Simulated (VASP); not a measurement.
## VASP 6.6.1 run: SnSe

INCAR

```
ISMEAR = -1
PREC = Accurate
IBRION = -1
NSW = 0
LASPH = .TRUE.
LWAVE = .FALSE.
ENCUT = 520
ISIF = 2
LREAL = .FALSE.
SIGMA = 0.02
NBANDS = 17
NELM = 76
LCHARG = .FALSE.
GGA = PE
EDIFF = 1E-6
```

KPOINTS

```
KPOINTS created by Atomic Simulation Environment
0
Gamma
8 8 8
0 0 0
```

POSCAR

```
Sn Se
 1.0000000000000000
     0.0772543785000000    3.0793675323000000    3.0793675323000000
     3.0793675323000000    0.0772543785000000    3.0793675323000000
     3.0793675323000000    3.0793675323000000    0.0772543785000000
 Sn  Se
   1   1
Cartesian
  0.0000000000000000  0.0000000000000000  0.0000000000000000
  3.1179947215500001  3.1179947215500001  3.1179947215500001
```

The recommended PBE PAW datasets give the neutral cell 20 valence electrons.

Command

```
mpirun -np 1 vasp_std
```

OSZICAR

```
N       E                     dE             d eps       ncg     rms          rms(c)
DAV:   1     0.129513173576E+03    0.12951E+03   -0.96922E+03  2235   0.141E+03
DAV:   2     0.397298848744E+01   -0.12554E+03   -0.12155E+03  2363   0.341E+02
DAV:   3    -0.810739322373E+01   -0.12080E+02   -0.12003E+02  2714   0.926E+01
DAV:   4    -0.840939712372E+01   -0.30200E+00   -0.30174E+00  2669   0.155E+01
DAV:   5    -0.841823518057E+01   -0.88381E-02   -0.88377E-02  3217   0.259E+00    0.294E+00
DAV:   6    -0.821323035272E+01    0.20500E+00   -0.52453E-01  3139   0.403E+00    0.173E+00
DAV:   7    -0.821243306249E+01    0.79729E-03   -0.85408E-02  2527   0.128E+00    0.895E-01
DAV:   8    -0.821476211252E+01   -0.23291E-02   -0.93234E-03  2613   0.840E-01    0.126E-01
DAV:   9    -0.821453331191E+01    0.22880E-03   -0.15045E-03  3178   0.300E-01    0.561E-02
DAV:  10    -0.821461910982E+01   -0.85798E-04   -0.19216E-04  2507   0.779E-02    0.127E-02
DAV:  11    -0.821462551503E+01   -0.64052E-05   -0.17467E-05  2904   0.364E-02    0.251E-03
DAV:  12    -0.821462588837E+01   -0.37333E-06   -0.13871E-06  2537   0.117E-02
   1 F= -.82146259E+01 E0= -.82146213E+01  d E =-.917279E-05
```

Standard output (part)

```
POSCAR found type information on POSCAR SnSe
 POSCAR found :  2 types and       2 ions
 LDA part: xc-table for (Slater+PW92), standard interpolation
 POSCAR, INCAR and KPOINTS ok, starting setup
 WAVECAR not read
 entering main loop
```

From OUTCAR

```
k-points           NKPTS =     65   k-points in BZ     NKDIM =     65   number of bands    NBANDS=     17

   NELECT =      20.0000    total number of electrons

   dimension x,y,z NGX =    32 NGY =   32 NGZ =   32
   dimension x,y,z NGXF=    64 NGYF=   64 NGZF=   64

  energy-cutoff  :      520.00
  volume of cell :       56.20
      direct lattice vectors                 reciprocal lattice vectors
     0.077254378  3.079367532  3.079367532    -0.168612644  0.164486060  0.164486060
     3.079367532  0.077254378  3.079367532     0.164486060 -0.168612644  0.164486060
     3.079367532  3.079367532  0.077254378     0.164486060  0.164486060 -0.168612644

 k-points in reciprocal lattice and weights: KPOINTS created by Atomic Simulation Env
   0.00000000  0.00000000  0.00000000       0.002
   0.12500000  0.00000000 -0.00000000       0.012
   0.25000000  0.00000000 -0.00000000       0.012
   0.37500000  0.00000000  0.00000000       0.012
   0.50000000  0.00000000 -0.00000000       0.006
   0.12500000  0.12500000  0.00000000       0.012
   0.25000000  0.12500000 -0.00000000       0.023
   0.37500000  0.12500000  0.00000000       0.023
   ...

 E-fermi :   5.5508

 k-point     1 :       0.0000    0.0000    0.0000
  band No.  band energies     occupation
      1     -16.3626      2.00000
      2     -16.3626      2.00000
      3     -16.3583      2.00000
      4     -16.3549      2.00000
      5     -16.3549      2.00000
      6      -8.4048      2.00000
      7       0.0852      2.00000
      8       2.9488      2.00000
      9       3.2641      2.00000
     10       3.2641      2.00000
     11       9.4433      0.00000
     12       9.4433      0.00000
     13       9.5191      0.00000
     14      10.8570      0.00000
     15      11.3318      0.00000
     16      11.3318      0.00000
     17      13.3936      0.00000

 k-point     2 :       0.1250    0.0000   -0.0000
  band No.  band energies     occupation
      1     -16.3628      2.00000
      2     -16.3607      2.00000
      3     -16.3574      2.00000
      4     -16.3558      2.00000
      5     -16.3548      2.00000
      6      -8.3001      2.00000
      7      -0.4079      2.00000
      8       3.0059      2.00000
      9       3.2730      2.00000
     10       3.6056      2.00000
     11       8.5866      0.00000
     12       8.7636      0.00000
     13       8.8020      0.00000
     14      11.1603      0.00000
     15      11.2785      0.00000
     16      11.7087      0.00000
     17      14.3694      0.00000

 k-point     3 :       0.2500    0.0000   -0.0000
  band No.  band energies     occupation
      1     -16.3638      2.00000
      2     -16.3581      2.00000
      3     -16.3575      2.00000
      4     -16.3560      2.00000
      5     -16.3517      2.00000
      6      -8.0195      2.00000
      7      -1.3774      2.00000
      8       3.0993      2.00000
      9       3.3119      2.00000
     10       4.2454      2.00000
     11       7.2766      0.00000
     12       7.6483      0.00000
     13       7.6727      0.00000
     14      11.4124      0.00000
     15      12.2177      0.00000
     16      12.6927      0.00000
     17      16.4596      0.00000

 ...

  Total       -0.2111917     -0.2111917     -0.2111917     -0.1703080     -0.1703080     -0.1703080
  in kB       -6.0204356     -6.0204356     -6.0204356     -4.8549647     -4.8549647     -4.8549647
  external PRESSURE =      -6.0204356 kB  Pullay stress =       0.0000000 kB

 POSITION                                       TOTAL-FORCE (eV/Angst)
 -----------------------------------------------------------------------------------
      0.00000      0.00000      0.00000        -0.000000      0.000000      0.000000
      3.11799      3.11799      3.11799         0.000000     -0.000000     -0.000000
 -----------------------------------------------------------------------------------
    total drift:                                0.000000     -0.000000     -0.000000

  FREE ENERGIE OF THE ION-ELECTRON SYSTEM (eV)
  ---------------------------------------------------
  free  energy   TOTEN  =        -8.2146258884 eV

  energy  without entropy=       -8.2146167156  energy(sigma->0) =       -8.21462130
```

It converged. Results: gap between bands v and c on the k mesh 0.21 eV; least direct gap on the k mesh 0.45 eV; pressure -0.6 GPa. Band v is the last that the valence electrons fill when counted band by band, and c is the next.

For comparison, a separate PBE run of the intended cell, on usual settings and not on those above, gives a gap of 0.21 eV on its mesh and a pressure of -0.6 GPa.

The run above took about 15 s on one core of a shared host (Intel Xeon 6975P-C) and held 0.21 GiB at most.
